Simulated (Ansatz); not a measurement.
Runs of Ansatz 0.2.0 on GaP. Symmetry: F-43m, No. 216, cubic system. Conventional cell: a = 5.451 Å, b = 5.451 Å, c = 5.451 Å, α = 90.00°, β = 90.00°, γ = 90.00°. Around Ga (site symmetry -43m) lie 4 P at 2.36 Å. P (site symmetry -43m) is surrounded by 4 Ga at 2.36 Å. 

| task | level | potentials or basis | spin | cell | cutoff (eV) | gap on the mesh (eV) | pressure (GPa) | V0 of scaled cells (Å³/atom) | relaxed volume (Å³/atom) | B0 (GPa) |
| --- | --- | --- | --- | --- | --- | --- | --- | --- | --- | --- |
| equation of state | LDA | Ansatz PAW | SOC, no magnetisation | as given | 420 | - | - | 19.58 | - | 90 |
| relaxation of cell and atoms | PBE+D4 | Ansatz PAW | off | relaxed | 420 | (c) | 0.0 | - | 20.05 | - |
| relaxation of cell and atoms | BLYP+D3(BJ) | Ansatz PAW | off | relaxed | 420 | (a) | 0.0 | - | 20.24 | - |
| equation of state | PBE | SPMS NC | off | as given | 925 | - | - | 20.92 | - | 77 |
| relaxation of cell and atoms | revPBE | Ansatz PAW | off | relaxed | 420 | 1.52 | 0.0 | - | (b) | - |

Alike in all rows: k mesh 8 × 8 × 8; smearing fermi-dirac 0.05 eV.

Problem. Fill in the values left out.

Solution. (a) 1.67; (b) 21.27; (c) 1.63.

Caveats: the plane-wave basis is chosen anew once the cell has moved, so the energies of steps on either side of that aren't comparable (some runs); the PAW data sets come from PBE, with cores solved anew for the run's functional, which leaves a small shift of forces and pressure (some runs).

A k mesh can miss the band edges, and rows without SOC leave out spin-orbit coupling on Ga.
